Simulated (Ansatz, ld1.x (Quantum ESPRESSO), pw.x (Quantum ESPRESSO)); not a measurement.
**What a changed setting does to a pw.x run (fcc Ti)**

Potential: PAW, ld1.x (Quantum ESPRESSO) 7.5, PBE; core [Ne] 3s2, reference 3p6 3d2 4s1.75 4p0.25; waves: 4s (bound): rcut 2.75, rcutus 3.00 bohr; 4s channel at 3.4 Ry: rcut 2.75, rcutus 3.00 bohr; 3p (bound): rcut 1.50, rcutus 1.65 bohr; 4p (bound): rcut 1.50, rcutus 1.65 bohr; 3d (bound): rcut 2.10, rcutus 2.75 bohr; 3d channel at 1.8 Ry: rcut 2.10, rcutus 2.75 bohr; local part: all-electron potential smoothed inside 2.45 bohr (lloc = -1); core correction: Bessel-smoothed model core inside 1.30 bohr; augmentation: PSQ, inside the norm-conserving radii.

The reference run (k-mesh 14³, cutoffs 60/480 Ry, Fermi–Dirac 0.01 Ry, mixing_beta 0.4, conv_thr 1e-9, no spin) gives -0.72 GPa at 17.482 Å³/atom, where all-electron LAPW gives -0.10 GPa. This run, with its own iteration cap, changes ecutrho/ecutwfc to 16.

```
&control
  calculation='scf', prefix='x', pseudo_dir='./', outdir='./tmp', tstress=.true., disk_io='none'
/
&system
  ibrav=0, nat=1, ntyp=1, ecutwfc=60, ecutrho=960, nbnd=12,
  occupations='smearing', smearing='fd', degauss=0.01
/
&electrons
  conv_thr=1e-09, mixing_beta=0.4, electron_maxstep=50
/
ATOMIC_SPECIES
Ti 1.0 Ti.UPF
CELL_PARAMETERS angstrom
  0.00000000 2.05993590 2.05993590
  2.05993590 0.00000000 2.05993590
  2.05993590 2.05993590 0.00000000
ATOMIC_POSITIONS crystal
Ti 0.0000 0.0000 0.0000
K_POINTS automatic
14 14 14 0 0 0
```

```bash
pw.x < Ti.scf.in > Ti.scf.out
```

Q: How does the run end?

A: It converges in 18 iterations; the free energy moves by +0.0 meV/atom and the pressure by -0.01 GPa. The result is that of the reference run.

```
Message from routine setup:
     using ibrav=0 with symmetry is DISCOURAGED, use correct ibrav instead
     lattice parameter (alat)  =       5.5051  a.u.
     unit-cell volume          =     117.9744 (a.u.)^3
     number of electrons       =        10.00
     number of Kohn-Sham states=           12
     kinetic-energy cutoff     =      60.0000  Ry
     charge density cutoff     =     960.0000  Ry
     scf convergence threshold =      1.0E-09
     Exchange-correlation= SLA  PW   PBX  PBC
     number of k points=   104  Fermi-Dirac smearing, width (Ry)=  0.0100
     iteration #  1     ecut=    60.00 Ry     beta= 0.40
     c_bands:  1 eigenvalues not converged
     c_bands:  1 eigenvalues not converged
     c_bands:  2 eigenvalues not converged
     [... 3 repeated lines left out ...]
     total energy              =    -146.44947650 Ry
     estimated scf accuracy    <       0.05155421 Ry
     iteration #  2     ecut=    60.00 Ry     beta= 0.40
     total energy              =    -146.46094524 Ry
     estimated scf accuracy    <       0.00093625 Ry
     iteration #  3     ecut=    60.00 Ry     beta= 0.40
     [... 35 repeated lines left out ...]
     total energy              =    -146.46427120 Ry
     estimated scf accuracy    <       0.00039366 Ry
     [... 12 iterations left out ...]
     iteration # 16     ecut=    60.00 Ry     beta= 0.40
     total energy              =    -146.46453689 Ry
     estimated scf accuracy    <          1.1E-09 Ry
     iteration # 17     ecut=    60.00 Ry     beta= 0.40
     total energy              =    -146.46453689 Ry
     estimated scf accuracy    <          1.1E-09 Ry
     iteration # 18     ecut=    60.00 Ry     beta= 0.40
     the Fermi energy is    11.9731 ev
!    total energy              =    -146.46453689 Ry
     estimated scf accuracy    <          4.9E-10 Ry
     smearing contrib. (-TS)   =      -0.00767040 Ry
     convergence has been achieved in  18 iterations
          total   stress  (Ry/bohr**3)                   (kbar)     P=       -7.31
     Message from routine punch:
     Nothing written, as per user request (disk_io='none')
```

The run took about 48 s on one core of a shared host (Neoverse-V2, 96 threads, 742 GiB, load 35).
